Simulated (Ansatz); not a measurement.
## Zr and the effect of the functional

```xyz
2
Lattice="3.2320 0.0000 0.0000 -1.6160 2.7990 0.0000 0.0000 0.0000 5.1470" Properties=species:S:1:pos:R:3 pbc="T T T"
Zr   -0.0078    1.8869    1.3068
Zr    1.6238    0.9121    3.8402
```

Kept alike: task band structure; k mesh 9 × 9 × 5; occupations fermi-dirac, width 0.05 eV; no spin polarisation. Program: Ansatz, Ansatz PAW. Cutoffs run from 420 to 500 eV. The mesh is that of the run's cell of 2 atoms. No spin-orbit coupling.

| functional | pressure (GPa) |
| --- | --- |
| BLYP | 3.65 |
| LDA | -6.02 |
| PBEsol | -3.22 |
| r2SCAN | 0.92 |

Pressure is positive in compression, with a Pulay correction for the finite cutoff. For a metal such a mesh leaves the last digits unconverged. All rows use potentials made for PBE.

What does the functional change here?

The pressure runs from -6.02 (LDA) to 3.65 GPa (BLYP).
